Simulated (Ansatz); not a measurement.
**One input, then a changed one: I (beta tin type)**

First run: DFT, PBE, all-electron PAW with datasets made for the crystal, scalar-relativistic (Ansatz 0.2.0).

Command: `ansatz run input.yaml --threads 1 --pin off --max-ram 2048MiB --backend cpu --events-out ev --progress --plain --runs-dir out` It took 11 s on 1 thread of Arm Neoverse V1, with other jobs on the host, peak memory 0.41 GiB.

```yaml
crystal:
  lattice:
    - [-2.6606162032, 2.6606162032, 1.3849083939]
    - [2.6606162032, -2.6606162032, 1.3849083939]
    - [2.6606162032, 2.6606162032, -1.3849083939]
  atoms:
    - { symbol: I, position: [-0.375, -0.125, -0.25] }
    - { symbol: I, position: [0.375, 0.125, 0.25] }
kpoints:
  mp_grid: { grid: [12, 12, 12] }
scf:
  occupations: { method: fermi_dirac, width: 0.1 }
hamiltonian:
  xc: pbe
  pseudopotentials: { kind: all_electron, datasets: crystal }
output:
  forces: true
  stress: true
  eigenvalues: true
```

The cell comes from a relaxation on PAW files under the same functional, begun from a prototype that needn't be the stable phase.

This run: volume at 0.45 of the series' base cell.

It converges in 6 SCF iterations at a pressure of 83.2 GPa.

The input is then changed:

```diff
   occupations: { method: fermi_dirac, width: 0.1 }
+  max_iter: 50
 hamiltonian:
   eigenvalues: true
+magnetization:
+  spin_polarized: true
+  initial_magnetization: 15
```

Does this change harm the result?

Not here: the run converges in 8 SCF iterations at a pressure of 83.2 GPa, cell moment 0.00 μB, and its energy lies within 1 meV/atom of the first run's.
